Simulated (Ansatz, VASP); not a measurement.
**Si63Se (substitutional Se in Si) in two plane-wave programs**

One calculation is typed for both programs; each brings its own data sets. How far apart do they land? The cell is taken from a series of runs on this material, whose earlier steps may have relaxed, scaled, displaced or heated it; both programs get it as it stands.

Program: Ansatz 0.2.0. Level of theory: plane waves, with VASP 6.6.1 beside it; PBE0. Results are calculated unless marked as measured.

In doubt: the hybrid run may have settled on a false gap or state, so the values of those runs are not to be relied on.

**1. Set-up**

The cell holds 64 atoms: 63 Si and 1 Se. Its edges and angles: a = 10.940 Å, b = 10.940 Å, c = 10.940 Å, α = 90.0°, β = 90.0°, γ = 90.0°. It derives from Si (Si (Fd-3m)). Nearest the centre at fractional (0.375, 0.375, 0.375): Se64 at 0.00 Å, Si4 at 2.52 Å, Si41 at 2.53 Å, Si48 at 2.53 Å, Si26 at 2.53 Å, Si7 at 3.89 Å, Si6 at 3.89 Å, Si37 at 3.89 Å. The cell carries charge +2.

**2. Ansatz: single point, PBE0**

Ansatz runs on its default PAW (the set named soft_2) files.

With cell and atoms fixed, the geometry can't cause a difference; cores, projectors, grids and the points listed under the comparison can.

Input file input.yaml:

```yaml
crystal:
  lattice:
    - [10.93956648, 0.0, 0.0]
    - [0.0, 10.93956648, 0.0]
    - [0.0, 0.0, 10.93956648]
  atoms:
    - { symbol: Si, position: [-0.00026901, -0.000107129, 0.249153957] }
    - { symbol: Si, position: [-0.000403521, 0.249089943, -4.8905e-05] }
    - { symbol: Si, position: [0.248901777, -0.000116937, -5.3668e-05] }
    - { symbol: Si, position: [0.241675777, 0.241825612, 0.241970465] }
    - { symbol: Si, position: [0.123229893, 0.123438145, 0.378265012] }
    - { symbol: Si, position: [0.123179986, 0.378081211, 0.123561371] }
    - { symbol: Si, position: [0.37794905, 0.123446305, 0.123521535] }
    - { symbol: Se, position: [0.375039748, 0.37519576, 0.375180069] }
    - { symbol: Si, position: [-0.000156842, 7.134e-06, 0.750542317] }
    - { symbol: Si, position: [-0.001614132, 0.250160299, 0.500300738] }
    - { symbol: Si, position: [0.249901676, -0.001414917, 0.500362121] }
    - { symbol: Si, position: [0.249996278, 0.250231937, 0.751861876] }
    - { symbol: Si, position: [0.12459849, 0.124836415, 0.875230588] }
    - { symbol: Si, position: [0.123206667, 0.372217468, 0.627037757] }
    - { symbol: Si, position: [0.371979811, 0.123395033, 0.627094345] }
    - { symbol: Si, position: [0.375012121, 0.375296506, 0.875266603] }
    - { symbol: Si, position: [-0.001505479, 0.500321491, 0.250265415] }
    - { symbol: Si, position: [-0.000295134, 0.750473993, -2.7246e-05] }
    - { symbol: Si, position: [0.249902135, 0.500205675, -0.001233507] }
    - { symbol: Si, position: [0.249952357, 0.751833273, 0.250238984] }
    - { symbol: Si, position: [0.123267299, 0.627039087, 0.372385522] }
    - { symbol: Si, position: [0.12452953, 0.875110263, 0.12476961] }
    - { symbol: Si, position: [0.372006518, 0.626973207, 0.123532959] }
    - { symbol: Si, position: [0.375015221, 0.875276116, 0.375254915] }
    - { symbol: Si, position: [-0.000286903, 0.501317822, 0.750606182] }
    - { symbol: Si, position: [-0.000439254, 0.750518331, 0.501365213] }
    - { symbol: Si, position: [0.241623439, 0.508510882, 0.508633827] }
    - { symbol: Si, position: [0.248922598, 0.75053841, 0.750655321] }
    - { symbol: Si, position: [0.124551354, 0.625657995, 0.875389931] }
    - { symbol: Si, position: [0.124486712, 0.875182301, 0.625746946] }
    - { symbol: Si, position: [0.377929201, 0.626942228, 0.627031535] }
    - { symbol: Si, position: [0.375032345, 0.875284762, 0.875251449] }
    - { symbol: Si, position: [0.500104374, -0.001317464, 0.250228363] }
    - { symbol: Si, position: [0.500005778, 0.250160584, -0.001340942] }
    - { symbol: Si, position: [0.750263895, -0.00011686, 2.4631e-05] }
    - { symbol: Si, position: [0.75160313, 0.250195439, 0.25022234] }
    - { symbol: Si, position: [0.626800359, 0.123486671, 0.372332699] }
    - { symbol: Si, position: [0.626762421, 0.372213595, 0.123475788] }
    - { symbol: Si, position: [0.87489431, 0.124702569, 0.124840103] }
    - { symbol: Si, position: [0.875004929, 0.375283493, 0.375270295] }
    - { symbol: Si, position: [0.501182501, -0.000127846, 0.75055377] }
    - { symbol: Si, position: [0.508213783, 0.241785626, 0.508578119] }
    - { symbol: Si, position: [0.750320198, -0.000129858, 0.501351718] }
    - { symbol: Si, position: [0.750358009, 0.249083954, 0.750618408] }
    - { symbol: Si, position: [0.625476913, 0.124728541, 0.8753682] }
    - { symbol: Si, position: [0.62666804, 0.3780521, 0.627037945] }
    - { symbol: Si, position: [0.875079101, 0.124704017, 0.62573135] }
    - { symbol: Si, position: [0.87499477, 0.37525329, 0.875265331] }
    - { symbol: Si, position: [0.508386028, 0.508551426, 0.241880423] }
    - { symbol: Si, position: [0.501031129, 0.750512749, -8.2034e-05] }
    - { symbol: Si, position: [0.750314613, 0.501328833, -6.2074e-05] }
    - { symbol: Si, position: [0.750337067, 0.750517656, 0.24916474] }
    - { symbol: Si, position: [0.626765544, 0.626981466, 0.378252546] }
    - { symbol: Si, position: [0.62541949, 0.875225188, 0.124794908] }
    - { symbol: Si, position: [0.875092605, 0.625653497, 0.124797133] }
    - { symbol: Si, position: [0.874998856, 0.875250693, 0.375227048] }
    - { symbol: Si, position: [0.500111076, 0.500300165, 0.751860542] }
    - { symbol: Si, position: [0.499990429, 0.751782787, 0.500296192] }
    - { symbol: Si, position: [0.751503689, 0.50021286, 0.500380394] }
    - { symbol: Si, position: [0.750329572, 0.750530707, 0.750498823] }
    - { symbol: Si, position: [0.62552384, 0.625760767, 0.875189538] }
    - { symbol: Si, position: [0.62546433, 0.875088043, 0.625670465] }
    - { symbol: Si, position: [0.874902338, 0.625609732, 0.625755036] }
    - { symbol: Si, position: [0.875053483, 0.875272992, 0.87522718] }
  host:
    repeats: [2, 2, 2]
    atoms:
      - { symbol: Si, position: [0.0, 0.0, 0.5] }
      - { symbol: Si, position: [0.0, 0.5, 0.0] }
      # ... 6 more atoms of the perfect host
total_charge: 2
basis:
  ecutwfc: 420
  xc_grid: 2
hamiltonian:
  xc: pbe0
kpoints:
  mp_grid: { grid: [1, 1, 1] }
scf:
  occupations: { method: fermi_dirac, width: 0.01 }
  max_iter: 120
output:
  forces: true
  charged_corrections:
    epsilon: 12.98
    static_epsilon: 12.98
    defect_position: [0.375, 0.375, 0.375]
  eigenvalues: true
checkpoint:
  read: "../relax0.run"
  write: "../point0.run"
  compress: false
  write_wavefunctions: true
  write_every: 100000
```

Started as:

```
ansatz run input.yaml --threads 4 --pin off --max-ram 7536MiB --backend cpu --events-out ev --progress --plain --runs-dir out
```

Numbers of over 12 decimals in the logs are rounded to 6 here.

The log of the run:

```text
Warning: checkpoint.read: hamiltonian.xc differs: saved pbe, current pbe0; the SCF iterates under this deck's functional from the saved state
Engine: ansatz 0.2.0, x86_64-unknown-linux-gnu
Pseudopotentials: kind: paw
Pseudopotential: Si, paw, valence charge 4, recommended cutoff 420 eV (normal), Si.paw.azcp
Pseudopotential: Se, paw, valence charge 16, recommended cutoff 420 eV (normal), Se.paw.azcp
Functional definition: PBE0
  parameter a = 0.25
  parameter kappa = 0.804
  parameter beta = 0.066725
  exchange = (1 - a)*pbe_x(kappa = kappa, mu = beta*pi^2/3) + a*exact_x
  correlation = pbe_c(beta = beta)
Crystal: 64 atoms, lattice volume = 1309.183 Å³
Basis set: ecut = 420 eV, 25677 PW (Γ), exchange–correlation on 150×150×150 points (8 copies of the dense FFT grid, shifted against one another)
Bands: 197, of which v1, the nominal top of the filled ones, is band 133 counted from 1 (132 counted from 0)
Symmetry: 1 space group operations
Space group: P1 (ITA 1), of the structure as read, at distance tolerance 1.1e-4 Å
k-points: 1
Non-local potential: Si, projectors of the file, l = 0: 2, l = 1: 2, l = 2: 2
Non-local potential: Se, projectors of the file, l = 0: 2, l = 1: 2, l = 2: 3, l = 3: 1
PAW form: soft (Blöchl's): semilocal exchange-correlation on the pseudo side does not see the compensation charge
PAW frozen core: Si, regenerated for the run's functional, and the local potential with it (the file was generated under x = pbe(κ = 0.804, μ = 0.219515), c = pbe(β = 0.066725))
PAW frozen core: Se, regenerated for the run's functional, and the local potential with it (the file was generated under x = pbe(κ = 0.804, μ = 0.219515), c = pbe(β = 0.066725))
PAW one-centre angular grid: Si, 110 points (default); XC on 64 Gauss nodes
PAW one-centre angular grid: Se, 590 points (default); XC on 64 Gauss nodes
Initial density: read from a saved state, or passed on in memory by an earlier SCF of this step, an earlier step, the calling program or the single point that the run made first
Initial wavefunctions: pseudopotential atomic-orbital guess
Functional: x = pbe(κ = 0.804, μ = 0.219515), c = pbe(β = 0.066725), warm-up for x = 0.75 pbe(κ = 0.804, μ = 0.219515) + 0.25 exact, c = pbe(β = 0.066725)
iter 1 solved again at ethr=3.83e-5 eV; its pass at ethr=1.00e-1 eV (dr2=1.02e-1 eV) is discarded
SCF iter   1: F=—  HF=-45530.318700 eV  |F-HF|=—  |Δ(HF+E_count)|=         —  Δρ=2.67e-3  dr2=1.30e-1  ethr=3.83e-5  ⟨swp⟩=20.0  Hψ=1970  notcnv=9  reapply=1
preconditioner: auto → none  [insulator: Δε(μ)=0.117 eV  Ē_g=7.846 eV  σ=0.010 eV  W_gap=0.99  n_scr=202 (ndim 8)  ℏωp=16.4 eV  f_vac=0.000  D(μ)=1.93/eV (n_scr^D=0)]
SCF iter   2: F=—  HF=-45530.296683 eV  |F-HF|=—  |Δ(HF+E_count)|=   2.20e-2  Δρ=1.13e-3  dr2=2.22e-2  ethr=3.83e-5  ⟨swp⟩=7.0  Hψ=482  notcnv=0  defer=2
SCF iter   3: F=—  HF=-45530.296966 eV  |F-HF|=—  |Δ(HF+E_count)|=   2.82e-4  Δρ=4.05e-4  dr2=1.60e-2  ethr=8.33e-6  ⟨swp⟩=8.0  Hψ=573  notcnv=0  defer=2
iter 4 solved again at ethr=9.60e-8 eV; its pass at ethr=6.00e-6 eV (dr2=2.55e-4 eV) is discarded
SCF iter   4: F=—  HF=-45530.294311 eV  |F-HF|=—  |Δ(HF+E_count)|=   2.65e-3  Δρ=9.89e-5  dr2=2.89e-4  ethr=9.60e-8  ⟨swp⟩=11.0  Hψ=918  notcnv=0
SCF iter   5: F=—  HF=-45530.294347 eV  |F-HF|=—  |Δ(HF+E_count)|=   3.65e-5  Δρ=3.94e-5  dr2=4.07e-5  ethr=9.60e-8  ⟨swp⟩=3.0  Hψ=372  notcnv=0
SCF iter   6: F=—  HF=-45530.294355 eV  |F-HF|=—  |Δ(HF+E_count)|=   7.64e-6  Δρ=1.36e-5  dr2=5.29e-6  ethr=1.53e-8  ⟨swp⟩=3.0  Hψ=392  notcnv=0
SCF iter   7: F=-45530.294357 eV  HF=-45530.294357 eV  |F-HF|=7.57e-8  |Δ(HF+E_count)|=   2.09e-6  Δρ=4.59e-6  dr2=4.35e-7  ethr=1.99e-9  ⟨swp⟩=3.0  Hψ=401  notcnv=0
SCF 1 stopped early in 7 iterations: F = -45530.294357 eV  dr2 = 4.35e-7
  greatest PAW one-centre occupation: 1.000 electrons in one spin orbital (limit 2), on the Se atom at site 7 (counted from 0), in its partial waves of l = 2
the semilocal start has a gap of 0.084 eV: under exact exchange another state, often on complex orbitals, can lie lower than the one that it leads to. A single point with scf.lower_state_search: full and scf.eigensolver.gamma_real: false can look for it
Initial density: handed on by an earlier stage of this run
Initial wavefunctions: those handed on with the density
Functional: x = 0.75 pbe(κ = 0.804, μ = 0.219515) + 0.25 exact, c = pbe(β = 0.066725)
Frozen-core exchange: fock
SCF iter   1: F=—  HF=-45573.658743 eV  |F-HF|=—  |Δ(HF+E_count)|=         —  Δρ=3.02e-3  dr2=1.19e-1  ethr=1.63e-9  ⟨swp⟩=15.0  Hψ=1678  notcnv=0
preconditioner: auto → none  [insulator: Δε(μ)=1.351 eV  Ē_g=9.852 eV  σ=0.010 eV  W_gap=1.00  n_scr=202 (ndim 8)  ℏωp=16.4 eV  f_vac=0.000  D(μ)=0.00/eV (n_scr^D=0)]
[...]
SCF iter   4: F=—  HF=-45573.772083 eV  |F-HF|=—  |Δ(HF+E_count)|=   1.06e-5  Δρ=1.04e-5  dr2=2.64e-5  ethr=5.09e-9  ⟨swp⟩=4.0  Hψ=455  notcnv=0
SCF iter   5: F=—  HF=-45573.772080 eV  |F-HF|=—  |Δ(HF+E_count)|=   3.11e-6  Δρ=4.65e-6  dr2=1.15e-5  ethr=5.09e-9  ⟨swp⟩=3.0  Hψ=368  notcnv=0
SCF iter   6: F=—  HF=-45573.772138 eV  |F-HF|=—  |Δ(HF+E_count)|=   5.88e-5  Δρ=1.09e-5  dr2=2.99e-6  ethr=1.58e-10  ⟨swp⟩=5.0  Hψ=705  notcnv=0
SCF iter   7: F=—  HF=-45573.772137 eV  |F-HF|=—  |Δ(HF+E_count)|=   8.20e-7  Δρ=2.50e-6  dr2=7.05e-7  ethr=1.58e-10  ⟨swp⟩=4.0  Hψ=459  notcnv=0
Mixer restart at iter 7: flushing history
SCF iter   8: F=—  HF=-45573.772140 eV  |F-HF|=—  |Δ(HF+E_count)|=   2.60e-6  Δρ=3.20e-6  dr2=2.28e-7  ethr=3.31e-11  ⟨swp⟩=6.0  Hψ=599  notcnv=0
SCF iter   9: F=—  HF=-45573.772140 eV  |F-HF|=—  |Δ(HF+E_count)|=   1.68e-7  Δρ=2.09e-6  dr2=8.05e-8  ethr=3.31e-11  ⟨swp⟩=7.0  Hψ=443  notcnv=0
SCF iter  10: F=—  HF=-45573.772140 eV  |F-HF|=—  |Δ(HF+E_count)|=   4.79e-9  Δρ=9.16e-7  dr2=4.96e-8  ethr=2.79e-11  ⟨swp⟩=7.0  Hψ=431  notcnv=0
SCF iter  11: F=—  HF=-45573.772140 eV  |F-HF|=—  |Δ(HF+E_count)|=   1.11e-8  Δρ=2.66e-7  dr2=4.95e-9  ethr=1.79e-11  ⟨swp⟩=4.0  Hψ=390  notcnv=0  defer=6
SCF iter  12: F=-45573.772140 eV  HF=-45573.772140 eV  |F-HF|=2.47e-10  |Δ(HF+E_count)|=  9.17e-10  Δρ=1.07e-7  dr2=3.72e-10  ethr=3.79e-12 (applied; sched 1.72e-12)  ⟨swp⟩=4.0  Hψ=357  notcnv=0  defer=6
SCF 3 converged in 12 iterations: F = -45573.772140 eV  dr2 = 3.72e-10
  Residual-converged pass: ⟨swp⟩=3.0  Hψ=463  notcnv=0  max |occ|·‖R‖ = 4.2e-7 eV (tolerance 5.0e-7 eV)  dr2=4.42e-10  dr2_onsite=3.30e-12  max |Δocc| = 0.0e0
hybrid outer 2: dexx = +5.096e-5 eV, tail = 5.41e-8 eV, Δε = 1.61e-3 eV (about 2.97e-5 eV left of the loop's levels), ΔF = 3.51e-3 eV/Å (tail 2.37e-4)
hybrid SCF converged: 2 outer / 21 inner (+7 warm-up), last move |dexx| = 5.10e-5 eV, tail = 5.41e-8 eV
Stability not checked: this state was not tested for a lower state beside it, because the functional holds exact exchange (a hybrid, or Hartree-Fock), whose exchange loop this test does not read (fock_operator; see scf.lower_state_search)
Free energy (F): -45573.772141 eV
Frozen-core exchange: fock
Harris-Foulkes:  -45573.772141 eV  (|F-HF|=2.47e-10)
Internal energy: -45573.772141 eV  (E = F + TS)
E sigma→0 (E₀):  -45573.772141 eV
Fermi energy:    6.062665 eV
--- Per-component energies (eV) ---
  E_band       = -531.252441
  E_kinetic    = 2643.014124
  E_local      = -5344.482523  (includes V_loc(G=0)·N_el)
  E_nonlocal   = 982.837210
  E_hartree    = 2252.737034
  E_xc         = -2755.585300
  E_vxc        = -2349.596608  (∫ρ·V_xc dr)
  E_exx        = -524.664049  (= α·E_x^exact, valence–valence)
  E_paw        = -34527.665654  (= ΣΔE_a)
  E_vpaw       = 80.829314  (= ΣTr[D̂ρ^β])
  E_aug_tail   = -0.000256  (compensation charges beyond the density's cutoff)
  E_ewald      = -8295.300630
  E_core_change = -4.662095  (= ΣΔE_core)
  E_smearing   = -0.000000  (= −TS)
  E_closure    = -0.000001  (closes the sum)
  E_deformation_potential = 24.726058  (in the stress; not in F)
  Σ components = -45573.772141   (vs F -45573.772141, Δ=-7.28e-12)
--- Forces (eV/Å), atoms counted from 1 ---
  atom   1  Si    -0.00926022    -0.00749164     0.00719842
  atom   2  Si    -0.00518819     0.00796932    -0.00572994
  atom   3  Si     0.00769812    -0.00441294    -0.00616484
  atom   4  Si     0.00847344     0.01236381     0.00921894
  atom   5  Si     0.00127812    -0.00101880    -0.01481304
  atom   6  Si     0.00136965    -0.01283391    -0.00141496
  atom   7  Si    -0.01363061    -0.00222145    -0.00221256
  atom   8  Se    -0.00465024     0.00175282     0.00557735
  atom   9  Si     0.00610054     0.00734829    -0.00984252
  atom  10  Si     0.02273800    -0.01107188     0.01174410
  atom  11  Si    -0.01129898     0.02324932     0.01121263
  atom  12  Si    -0.01294081    -0.01258745    -0.02356659
  atom  13  Si     0.00118475     0.00100376     0.01543088
  atom  14  Si     0.00018555     0.01475489    -0.00033875
  atom  15  Si     0.01712992    -0.00091268    -0.00323946
  atom  16  Si     0.00138261    -0.00077817     0.00203196
  atom  17  Si     0.02125723     0.00852191    -0.01249895
  atom  18  Si     0.00972233    -0.00955713     0.01011247
  atom  19  Si    -0.01021768     0.01203876     0.02428800
  atom  20  Si    -0.00921504    -0.02515320    -0.01024286
  atom  21  Si    -0.00227614    -0.00089351     0.01174468
  atom  22  Si     0.00397731     0.01664751     0.00440107
  atom  23  Si     0.01551999    -0.00163490    -0.00224369
  atom  24  Si    -0.00100511     0.00008874     0.00063803
[...]
atom  57  Si     0.00894423     0.01129767    -0.02608347
  atom  58  Si     0.01110925    -0.02653825     0.01010957
  atom  59  Si    -0.02457628     0.00916212     0.00865377
  atom  60  Si    -0.01126304    -0.01084641    -0.00726208
  atom  61  Si    -0.00641113    -0.00665604     0.01527300
  atom  62  Si    -0.00292281     0.01732267    -0.00282893
  atom  63  Si     0.01506436    -0.00198805    -0.00491348
  atom  64  Si    -0.00002152     0.00002721     0.00111303
  max |Σ_I F_I| component: 6.50e-5 eV/Å
--- Charged-cell corrections in eV (Makov–Payne, q = +2.000 e, ε = 12.980) ---
  F (periodic)     = -45573.772141  (uncorrected; the corrections below are reported, never added to it)
  E_corr1          = +0.575456  (monopole, q²α_M/2εL)
  F Makov-Payne    = -45573.196685  (F + E_corr1; no measured alignment; for a localised charge, not one spread in a band: unchecked)
  no potential alignment in this run, which stands beside a crystal: run the host's input off ansatz write-host-input, and read the two finished runs by ansatz place-levels (neither reads a slab, a wire or a sheet, whose cell leaves a vacuum)
--- Band table (eV) ---
  k-point 0: bands = [... 129 lower, 4.1566, 5.3546, 5.3547, 5.3550, 6.7596, 7.4179, 7.4187, 7.4188, ... 60 higher]
```

(Continued in part 2 of 2.)

[Lines on the potential files, build, host, timing and source positions are cut from VASP's logs without a mark.]

[Logs are printed without paths, hosts, clocks, repeated set-up lines and the standing remarks that a program may print on its own settings, such as how far it seeks lower states.]

[Hosts, paths, dates, database ids (printed as entryN), source tags and the programs' standing remarks are cut or masked in the printed files.]
